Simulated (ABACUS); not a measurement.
# Zr under changes of volume

One of the cells (23.281 Å³/atom); the others are scaled copies at fixed shape and fractional positions:

```
Zr
1.0
     3.23200    0.00000    0.00000
    -1.61600    2.79899    0.00000
     0.00000    0.00000    5.14700
Zr
2
Direct
  0.66667 0.33333 0.75000
  0.33333 0.66667 0.25000
```

| Quantity | Value |
| --- | --- |
| Program | ABACUS 3.10.1 |
| Functional | PBE |
| Potentials or basis | PseudoDojo NC SR 0.4.1 PBE standard |
| Cutoff | 1361 eV |
| Density cutoff | 5442 eV |
| Basis | DZP LCAO (the cutoffs set its grid) |
| k mesh | 9 × 9 × 5 |
| Occupations | fermi-dirac, width 0.05 eV |
| Spin | no spin polarisation |

| volume (Å³/atom) | energy over the lowest point (meV/atom) | pressure (GPa) |
| --- | --- | --- |
| 21.884 | ? | ? |
| 22.350 | 16.48 | 5.0 |
| 22.815 | 5.19 | 2.8 |
| 23.281 | 0.00 | 0.7 |
| 23.746 | 0.49 | -1.1 |
| 24.212 | 6.20 | -2.8 |
| 24.678 | 16.67 | -4.4 |

Task: What does the run at 21.884 Å³/atom give?

Result: Energy over the lowest point 34.48 meV/atom; pressure 7.4 GPa.

Worked out: A Birch-Murnaghan fit of order 3 (a polynomial in V^(-2/3)) to the other rows has its minimum at 23.47 Å³/atom with B0 = V·E''(V) = 95 GPa and B' = 3.2 at fixed shape and positions, which overstates the stiffness. It gives 34.51 meV/atom at 21.884 Å³/atom, against the run's 34.48, and -dE/dV = 7.4 GPa, against 7.4.

Energies are extrapolated to zero smearing.

Caveats: the atomic orbitals were generated for these runs and aren't a published set; the basis of atomic orbitals isn't converged, which shifts pressures, moduli and gaps.
